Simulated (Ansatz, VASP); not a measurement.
# Two plane-wave programs on PbS

Contents of INCAR:

```
PREC = Accurate
ENCUT = 520
EDIFF = 1E-8
ISMEAR = -1
SIGMA = 0.01
LREAL = F
LASPH = T
NELM = 100
ALGO = Normal
ISIF = 2
LWAVE = F
LCHARG = F
GGA = PE
LEFG = T
NBANDS = 17
```

The input KPOINTS:

```
Automatic mesh
0
Gamma
  8 8 8
```

Contents of POSCAR:

```
PbS
1.0
   -0.0889500000      2.9205250000      2.9205250000
    2.9205250000     -0.0889500000      2.9205250000
    2.9205250000      2.9205250000     -0.0889500000
Pb S
1 1
Direct
    0.0000000000      0.0000000000      0.0000000000
    0.5000000000      0.5000000000      0.5000000000
```

Input for Ansatz:

```yaml
crystal:
  lattice:
    - [-0.08895, 2.920525, 2.920525]
    - [2.920525, -0.08895, 2.920525]
    - [2.920525, 2.920525, -0.08895]
  atoms:
    - { symbol: Pb, position: [0.0, 0.0, 0.0] }
    - { symbol: S, position: [0.5, 0.5, 0.5] }
kpoints:
  mp_grid: { grid: [8, 8, 8] }
scf:
  occupations: { method: fermi_dirac, width: 0.01 }
hamiltonian:
  xc: pbe
  pseudopotentials: { kind: paw }
output:
  forces: true
  stress: true
  eigenvalues: true
  efg: { contact_densities: true }
```

Change from the starting cell: equal xy, yz and zx shear strains of -3 %, PAW files.

Alike in both runs: task electric field gradients; functional PBE; k mesh 8 × 8 × 8; occupations fermi-dirac, width 0.01 eV; no spin polarisation.

```csv
,VASP,Ansatz
version,VASP 6.6.1,Ansatz 0.2.0
potentials or method,"VASP PAW PBE potentials, release 64 (Pb_d, S)","PAW with Ansatz's default frozen-core files, scalar-relativistic"
plane-wave cutoff (eV),520,420
valence electrons in the cell,20,20
```

VASP gave:

```
pressure (GPa)                                                 : 2.2
largest component of the traceless stress (GPa)                : 0.55
Vzz of the field gradient on the site that differs most (V/Å²) : 7.3
```

Question: What did Ansatz give for the same quantities?

Answer: Pressure (GPa): 2.3; largest component of the traceless stress (GPa): 0.55; Vzz of the field gradient on the site that differs most (V/Å²): 12.8.

The functional is the same, so the differences come from potentials, cutoffs and numerics. Ansatz warned: «gradients_without_spin_orbit».

Caveats: spin-orbit coupling is left out, which as a rule narrows the gap of such compounds by several tenths of an eV.
